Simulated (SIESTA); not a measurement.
Runs of SIESTA 5.4.2 on Mg. It takes space group Im-3m (No. 229, cubic). Conventional cell: a = 3.546 Å, b = 3.546 Å, c = 3.546 Å, α = 90.00°, β = 90.00°, γ = 90.00°. Mg (site symmetry m-3m) has 8 Mg at 3.07 Å as nearest neighbours. This isn't the form of Mg at room conditions, which is hcp.

```tsv
potentials or basis	gap on the mesh (eV)	pressure (GPa)	relaxed volume (Å³/atom)
PseudoDojo 0.5 standard (PBE files), DZP (energy shift 0.003 Ry; two zetas on semicore shells)	none	0.0	24.00
SG15 1.2 (PBE files) or PseudoDojo by element, DZP (energy shift 0.003 Ry; two zetas on semicore shells)	none	0.0	23.71
PseudoDojo 0.4 stringent (PBE files), DZP (energy shift 0.003 Ry; two zetas on semicore shells)	none	0.0	24.00
PseudoDojo 0.4 standard (PBE files), DZP (energy shift 0.003 Ry; two zetas on semicore shells)	none	0.0	24.00
SPMS 1.0 (PBE files) or PseudoDojo by element, DZP (energy shift 0.003 Ry; two zetas on semicore shells)	none	0.0	(a)
Ansatz (PBE files), DZP (energy shift 0.003 Ry; two zetas on semicore shells)	none	0.0	23.98
```

Alike in all rows: task relaxation of cell and atoms; level PBE; no spin polarisation; cell relaxed; k mesh 11 × 11 × 11; smearing fermi-dirac 0.05 eV; grid cutoff 800 Ry; energy shift 0.003 Ry.

Q: Fill in the values left out.

A: (a) 23.42.

Caveats: the basis of atomic orbitals isn't converged, which shifts pressures, moduli and gaps.

A gap of «none» marks a metal or a gap under the smearing width.
